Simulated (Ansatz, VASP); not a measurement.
## Na: VASP beside Ansatz

File INCAR:

```
PREC     = Accurate       # precision mode
ENCUT    = 520            # plane-wave cutoff, eV
EDIFF    = 1E-7           # SCF threshold, eV
ISMEAR   = -1             # smearing method
SIGMA    = 0.05           # smearing width, eV
LREAL    = False          # projectors in reciprocal space
LASPH    = True           # aspherical terms in the spheres
NELM     = 60             # most SCF steps
ALGO     = Normal         # electronic algorithm
ISIF     = 2              # what is computed and relaxed
LWAVE    = False          # write WAVECAR
LCHARG   = False          # write CHGCAR
NBANDS   = 14             # bands
```

The input KPOINTS:

```
regular mesh
0
Gamma
  11 11 6
```

The input POSCAR:

```
Na
1.0
    3.7795160430      0.0000000000      0.0000000000
   -1.8897580215      3.2731569073      0.0000000000
    0.0000000000      0.0000000000      6.1744453329
Na
2
Direct
    0.3333333333      0.6666666667      0.2500000000
    0.6666666667      0.3333333333      0.7500000000
```

Input for Ansatz:

```yaml
crystal:
  lattice:
    - [3.779516043, 0.0, 0.0]
    - [-1.8897580215, 3.2731569073, 0.0]
    - [0.0, 0.0, 6.1744453329]
  atoms:
    - { symbol: Na, position: [0.3333333333, 0.6666666667, 0.25] }
    - { symbol: Na, position: [0.6666666667, 0.3333333333, 0.75] }
kpoints:
  mp_grid: { grid: [11, 11, 6] }
  band_path:
    path:
      - [0.0, 0.0, 0.0]
      - [0.5, 0.0, 0.0]
      - [0.3333333333, 0.3333333333, 0.0]
      - [0.0, 0.0, 0.0]
      - [0.0, 0.0, 0.5]
      - [0.5, 0.0, 0.5]
      - [0.3333333333, 0.3333333333, 0.5]
      - [0.0, 0.0, 0.5]
      - [0.5, 0.0, 0.5]
    npoints: 5
scf:
  occupations: { method: fermi_dirac, width: 0.05 }
hamiltonian:
  xc: lda
  pseudopotentials: { kind: all_electron, lapw: { basis_error: 0.0005 } }
output:
  forces: true
  stress: true
  eigenvalues: true
```

Change from the starting cell: volume scaled by 1.01.

Alike in both runs: task single point; functional LDA; k mesh 11 × 11 × 6; occupations fermi-dirac, width 0.05 eV; no spin polarisation.

```csv
,VASP,Ansatz
version,VASP 6.6.1,Ansatz 0.2.0
potentials or method,"VASP PAW LDA potentials, release 64 (Na_pv)","all-electron LAPW, scalar-relativistic"
plane-wave cutoff (eV),520,see its input
```

VASP gave:

* pressure (GPa): -1.0
* largest component of the traceless stress (GPa): 0.17

Question: Estimate Ansatz's values.

Answer: Pressure (GPa): -0.9; largest component of the traceless stress (GPa): 0.17.

Ansatz ran all-electron here, so the differences hold the error of VASP's frozen core and of both bases.
